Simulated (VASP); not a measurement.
Wanted: the native input for a VASP 6.6.1 run.

| Quantity | Value |
| --- | --- |
| Task | single point |
| Functional | r2SCAN |
| Potentials or basis | VASP PAW PBE potentials, release 64 (Cd, Te) |
| Cutoff | 520 eV |
| k mesh | 6 × 6 × 6 |
| Occupations | gaussian, width 0.01 eV |
| Spin | no spin polarisation |
| Dipole correction | no |
| Further INCAR settings | ALGO = Normal; EDIFF = 1e-07; NBANDS = 16 |

The system is CdTe.

```
CELL_PARAMETERS angstrom
0.00000 3.27996 3.27996
3.44756 0.00000 3.27996
3.44756 3.27996 0.00000
ATOMIC_POSITIONS crystal
Cd 0.00000 0.00000 0.00000
Te 0.25000 0.25000 0.25000
```

The cell was built by a generator and needn't be a form met in nature.

The cell isn't the ideal one: uniaxial_x strain +5.1%.

The input as run:

POSCAR

```
CdTe
1.0
    0.0000000000      3.2799551172      3.2799551172
    3.4475608237      0.0000000000      3.2799551172
    3.4475608237      3.2799551172      0.0000000000
Cd Te
1 1
Direct
    0.0000000000      0.0000000000      0.0000000000
    0.2500000000      0.2500000000      0.2500000000
```

INCAR.step1

```
SYSTEM = CdTe
  PREC = Accurate
  ENCUT = 520
  ISMEAR = 0
  SIGMA = 0.01
  LREAL = .False.
  LASPH = .True.
  NELM = 60
  NBANDS = 16
  GGA = PE
  ALGO = Normal
  EDIFF = 1E-4
  LWAVE = .True.
  LCHARG = .False.
```

INCAR.step2

```
SYSTEM = CdTe
  PREC = Accurate
  ENCUT = 520
  EDIFF = 1E-7
  ISMEAR = 0
  SIGMA = 0.01
  LREAL = .False.
  LASPH = .True.
  NELM = 60
  ALGO = Normal
  ISIF = 2
  LWAVE = .False.
  LCHARG = .True.
  METAGGA = R2SCAN
  LMIXTAU = .True.
  LELF = .True.
  LVHAR = .True.
  NBANDS = 16
  ISTART = 1
```

KPOINTS

```
Automatic mesh
0
Gamma
  6 6 6
  0 0 0
```

Potentials or basis: VASP PAW PBE potentials, release 64 (Cd, Te).

Launch:

```sh
$ cat potpaw_PBE.64/Cd/POTCAR potpaw_PBE.64/Te/POTCAR > POTCAR
$ cp INCAR.step1 INCAR
$ mpirun -np 1 vasp_std > vasp.out
$ cp INCAR.step2 INCAR
$ mpirun -np 1 vasp_std > vasp.out
```

Results of the run:

The pressure is -1.8 GPa and the band gap on the k mesh is 0.93 eV, direct.

Caveat: the PAW data sets were made with another functional, which shifts forces and pressure a little; spin-orbit coupling is left out, which moves the levels of the heavy elements.

Run time: 83 s on 1 thread of AMD EPYC 9R45 96-Core Processor (Zen 5), on a shared host, peak memory 0.2 GiB.
